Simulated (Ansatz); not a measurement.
# HfO2 (Pnma) in Ansatz: band structure with PBEsol

Aim: the band structure of HfO2 with PBEsol.

All numbers are computed with Ansatz 0.2.0; they aren't measurements. Logs are shortened: lines on timing, memory, paths and dates and some standing lists are left out, and cuts for length are marked.

### Step 1. The structure

It takes space group Pnma (No. 62, orthorhombic). The conventional cell has a = 5.556 Å, b = 3.334 Å, c = 6.505 Å, α = 90.00°, β = 90.00°, γ = 90.00°. Hf (site symmetry m) is surrounded by 7 O at 2.14 to 2.27 Å. Around O (site symmetry m) lie 4 Hf at 2.14 to 2.17 Å. O (site symmetry m) has 3 Hf at 2.16 to 2.27 Å as nearest neighbours.

Measurements of this composition are mostly on another form, of space group No. 14.

### Step 2. Band structure, PBEsol

Input file input.yaml:

```yaml
crystal:
  lattice:
    - [5.556395, 0.0, 0.0]
    - [0.0, 3.333597, 0.0]
    - [0.0, 0.0, 6.504995]
  atoms:
    - { symbol: Hf, position: [0.748682, 0.75, 0.607871] }
    - { symbol: Hf, position: [0.251318, 0.25, 0.392129] }
    - { symbol: Hf, position: [0.248682, 0.75, 0.892129] }
    - { symbol: Hf, position: [0.751318, 0.25, 0.107871] }
    - { symbol: O, position: [0.639499, 0.25, 0.4234] }
    - { symbol: O, position: [0.360501, 0.75, 0.5766] }
    - { symbol: O, position: [0.139499, 0.25, 0.0766] }
    - { symbol: O, position: [0.860501, 0.75, 0.9234] }
    - { symbol: O, position: [0.520794, 0.25, 0.841453] }
    - { symbol: O, position: [0.479206, 0.75, 0.158547] }
    - { symbol: O, position: [0.020794, 0.25, 0.658547] }
    - { symbol: O, position: [0.979206, 0.75, 0.341453] }
hamiltonian:
  xc: pbesol
  pseudopotentials: { kind: paw }
kpoints:
  mp_grid: { grid: [5, 8, 4] }
  band_path:
    path:
      - [[0.0, 0.0, 0.0], [0.0, -0.5, 0.0], [-0.5, -0.5, 0.0], [-0.5, 0.0, 0.0], [0.0, 0.0, 0.0], [0.0, 0.0, -0.5], [0.0, -0.5, -0.5], [-0.5, -0.5, -0.5], [-0.5, 0.0, -0.5], [0.0, 0.0, -0.5]]
      - [[-0.5, 0.0, 0.0], [-0.5, 0.0, -0.5]]
      - [[0.0, -0.5, -0.5], [0.0, -0.5, 0.0]]
      - [[-0.5, -0.5, 0.0], [-0.5, -0.5, -0.5]]
    npoints: 10
scf:
  occupations: { method: fermi_dirac, width: 0.05 }
  n_extra_bands: 30
output:
  forces: true
  stress: true
  eigenvalues: true
  fatbands: false
```

Potentials or basis: Ansatz PAW.

Started as:

```
$ ansatz run input.yaml --threads 4 --pin off --max-ram 11264MiB --backend cpu --events-out ev --progress --plain --runs-dir out
```

What it wrote:

```text
Warning: RAYON_NUM_THREADS=4 ignored (pool sized by the plan → 4); use --threads N
scf.n_extra_bands = 30 over 76 filled bands (N_el = 152.0): the run solves 106 bands
Engine: ansatz 0.2.0, aarch64-unknown-linux-gnu
Pseudopotentials: kind: paw
Pseudopotential: Hf, paw, valence charge 26, recommended cutoff 420 eV (normal), Hf.paw.azcp
Pseudopotential: O, paw, valence charge 6, recommended cutoff 420 eV (normal), O.paw.azcp
Functional definition: PBEsol
  exchange = pbesol_x
  correlation = pbesol_c
Crystal: 12 atoms, lattice volume = 120.491 Å³
Basis set: ecut = 420 eV, 2361 PW (Γ), exchange–correlation on 80×48×90 points (8 copies of the dense FFT grid, shifted against one another)
[... 52 lines left out ...]
  atom   4  Hf     0.00436638    -0.00000000     0.01683010
  atom   5  O     -0.00834078     0.00000000     0.00039749
  atom   6  O      0.00834078     0.00000000    -0.00039749
  atom   7  O     -0.00834078     0.00000000    -0.00039749
  atom   8  O      0.00834078     0.00000000     0.00039749
  atom   9  O      0.00012399     0.00000000     0.02112838
  atom  10  O     -0.00012399     0.00000000    -0.02112838
  atom  11  O      0.00012399     0.00000000    -0.02112838
  atom  12  O     -0.00012399     0.00000000     0.02112838
  max |Σ_I F_I| component: 1.30e-18 eV/Å
--- Stress (GPa, compression-positive) ---
       -5.857329       0.000000       0.000000
        0.000000      -5.904270       0.000000
        0.000000       0.000000      -5.735654
  P = ⅓ Tr σ = -5.8324 GPa (-58.324 kbar)
--- Band table (eV; the first three rows and the last of 45) ---
  k-point 0: bands = ["-43.3782", "-43.3595", "-43.3591", "-43.3548", "-12.4856", "-12.3371", "-12.2751", "-12.1655", "-12.0886", "-12.0338", "-12.0103", "-11.9368", "-11.9320", "-11.9153", "-11.9057", "-11.8870", "-1.4817", "0.1979", "0.2132", "0.7428", "1.0476", "1.0679", "1.1260", "1.3271", "6.6964", "6.7148", "6.7189", "6.7233", "6.7259", "6.7267", "6.7285", "6.7335", "6.7345", "6.7351", "6.7354", "6.7429", "6.7437", "6.7446", "6.7484", "6.7518", "6.7521", "6.7558", "6.7654", "6.7674", "6.7715", "6.7759", "6.7779", "6.7789", "6.7841", "6.7942", "6.8087", "6.8099", "12.0161", "12.1093", "12.5842", "12.7103", "12.8506", "13.2721", "13.2910", "13.3443", "13.6685", "13.8504", "13.9188", "14.0845", "14.6284", "14.8196", "14.8239", "15.3142", "15.4229", "15.7199", "16.0178", "16.4350", "16.4664", "16.9368", "17.2263", "17.2707", "20.6203", "21.5368", "21.6423", "22.1929", "22.8198", "23.0267", "23.1014", "23.8092", "23.9029", "23.9429", "24.1234", "24.2877", "24.3500", "24.7032", "24.8830", "25.0542", "25.3654", "25.4903", "26.5898", "26.7530", "26.8926", "27.7615", "29.3360", "29.9919", "30.9570", "32.0745", "32.8610", "33.5396", "33.8368", "34.1735"]
  k-point 1: bands = ["-43.3763", "-43.3648", "-43.3558", "-43.3547", "-12.4522", "-12.2930", "-12.2523", "-12.2310", "-12.0809", "-12.0166", "-12.0010", "-11.9870", "-11.9506", "-11.9124", "-11.9042", "-11.9012", "-1.2882", "-0.1631", "0.3072", "0.7110", "1.1067", "1.1284", "1.1330", "1.3075", "6.6982", "6.7130", "6.7215", "6.7236", "6.7276", "6.7297", "6.7315", "6.7343", "6.7385", "6.7391", "6.7393", "6.7423", "6.7429", "6.7429", "6.7482", "6.7491", "6.7574", "6.7585", "6.7585", "6.7624", "6.7714", "6.7715", "6.7756", "6.7762", "6.7796", "6.7886", "6.8152", "6.8210", "11.8550", "11.9707", "12.4247", "12.5060", "12.9870", "13.1171", "13.4877", "13.6492", "13.7474", "13.8577", "14.2349", "14.3933", "14.4486", "14.7804", "14.9130", "15.1261", "15.3966", "15.8329", "16.1335", "16.2868", "16.6657", "16.8276", "16.9310", "17.0973", "20.9446", "21.6245", "21.6977", "22.3037", "22.6351", "22.7718", "22.9058", "23.1810", "24.0745", "24.1101", "24.2229", "24.5196", "24.5642", "24.6228", "25.0357", "25.1951", "25.6186", "25.6531", "26.2465", "26.5413", "26.7072", "27.3072", "29.4941", "29.5872", "31.4988", "32.8023", "33.0308", "33.1582", "33.7216", "34.1388"]
  k-point 2: bands = ["-43.3712", "-43.3712", "-43.3546", "-43.3546", "-12.3651", "-12.3651", "-12.1874", "-12.1874", "-12.1146", "-12.1146", "-11.9775", "-11.9775", "-11.9445", "-11.9445", "-11.9067", "-11.9067", "-0.7819", "-0.7819", "0.5212", "0.5212", "1.1385", "1.1385", "1.2441", "1.2441", "6.7043", "6.7043", "6.7249", "6.7249", "6.7328", "6.7328", "6.7373", "6.7373", "6.7383", "6.7383", "6.7415", "6.7415", "6.7415", "6.7415", "6.7508", "6.7508", "6.7543", "6.7543", "6.7623", "6.7623", "6.7720", "6.7720", "6.7750", "6.7750", "6.7755", "6.7755", "6.8244", "6.8244", "11.7809", "11.7809", "12.3229", "12.3229", "13.3468", "13.3468", "13.4202", "13.4202", "13.8651", "13.8651", "14.3574", "14.3574", "14.6435", "14.6435", "15.3317", "15.3317", "15.6662", "15.6662", "15.9613", "15.9613", "16.7143", "16.7143", "16.8778", "16.8778", "21.4836", "21.4836", "22.2391", "22.2391", "22.4727", "22.4727", "22.6002", "22.6002", "24.1339", "24.1339", "24.2628", "24.2628", "25.0984", "25.0984", "25.4196", "25.4196", "25.8457", "25.8457", "26.1831", "26.1831", "26.2945", "26.2945", "29.4928", "29.4928", "32.7214", "32.7214", "32.9478", "32.9478", "34.0169", "34.0169"]
  k-point 44: bands = ["-43.3528", "-43.3528", "-43.3493", "-43.3493", "-12.4571", "-12.4571", "-12.4131", "-12.4131", "-12.0933", "-12.0933", "-12.0897", "-12.0897", "-12.0007", "-12.0007", "-11.9707", "-11.9707", "0.2815", "0.2815", "0.3638", "0.3638", "0.9610", "0.9610", "0.9651", "0.9651", "6.7156", "6.7156", "6.7164", "6.7164", "6.7364", "6.7364", "6.7384", "6.7384", "6.7417", "6.7417", "6.7468", "6.7468", "6.7508", "6.7508", "6.7547", "6.7547", "6.7595", "6.7595", "6.7624", "6.7624", "6.7718", "6.7718", "6.7792", "6.7792", "6.7855", "6.7855", "6.7876", "6.7876", "11.7384", "11.7384", "11.9181", "11.9181", "12.7112", "12.7112", "12.7919", "12.7919", "13.8369", "13.8369", "14.3411", "14.3411", "15.6127", "15.6127", "15.6587", "15.6587", "15.9577", "15.9577", "16.0531", "16.0531", "16.4964", "16.4964", "16.5681", "16.5681", "22.7836", "22.7836", "23.2627", "23.2627", "23.4257", "23.4257", "23.6069", "23.6069", "24.4700", "24.4700", "24.8194", "24.8194", "25.1474", "25.1474", "25.1540", "25.1540", "25.8027", "25.8027", "25.8113", "25.8113", "30.0458", "30.0458", "30.2113", "30.2113", "31.0158", "31.0158", "31.9086", "31.9086", "34.2576", "34.2576"]
```

Wall time 22 s (4 threads of Arm Neoverse V2, shared host); peak memory 1 GiB.

What came out:

```
Free energy             : -66900.0072 eV
Pressure                : -5.8 GPa
Largest force           : 0.021 eV/Å
Band gap on the k mesh  : 3.35 eV, direct
Band gap along the path : 3.35 eV, direct
```

Forces on the atoms (eV/Å):
```
Hf  -0.004  0.000  0.017
Hf   0.004  0.000 -0.017
Hf  -0.004  0.000 -0.017
Hf   0.004  0.000  0.017
O   -0.008  0.000  0.000
O    0.008  0.000  0.000
O   -0.008  0.000  0.000
O    0.008  0.000  0.000
O    0.000  0.000  0.021
O    0.000  0.000 -0.021
O    0.000  0.000 -0.021
O    0.000  0.000  0.021
```

Stress tensor (GPa, compression positive):
```
-5.86  0.00  0.00
 0.00 -5.90  0.00
 0.00  0.00 -5.74
```

Levels at the corners of the path, in eV from the valence-band top:
```
point  band 74  band 75  band 76  band 77  band 78  band 79
    Γ    -0.33    -0.04     0.00     3.35     4.27     4.37
    X    -0.78    -0.68    -0.68     5.09     5.09     5.91
    S    -0.71    -0.71    -0.71     5.62     5.62     5.62
    Y    -0.80    -0.34    -0.34     4.19     4.19     5.44
    Γ    -0.33    -0.04     0.00     3.35     4.27     4.37
    Z    -0.56    -0.39    -0.39     4.21     4.21     4.97
    U    -0.90    -0.78    -0.78     5.04     5.04     6.13
    R    -0.72    -0.72    -0.72     5.77     5.77     5.77
    T    -0.85    -0.41    -0.41     5.03     5.03     5.04
    Z    -0.56    -0.39    -0.39     4.21     4.21     4.97
    Y    -0.80    -0.34    -0.34     4.19     4.19     5.44
    T    -0.85    -0.41    -0.41     5.03     5.03     5.04
    U    -0.90    -0.78    -0.78     5.04     5.04     6.13
    X    -0.78    -0.68    -0.68     5.09     5.09     5.91
    S    -0.71    -0.71    -0.71     5.62     5.62     5.62
    R    -0.72    -0.72    -0.72     5.77     5.77     5.77
```

Caveat: the pressure holds a Pulay correction of +1.0 GPa for the finite cutoff; spin-orbit coupling is left out, which moves the levels of the heavy elements; the PAW data sets come from PBE, with cores solved anew for the run's functional, which leaves a small shift of forces and pressure. As with any semilocal functional, this PBEsol gap is likely too small.
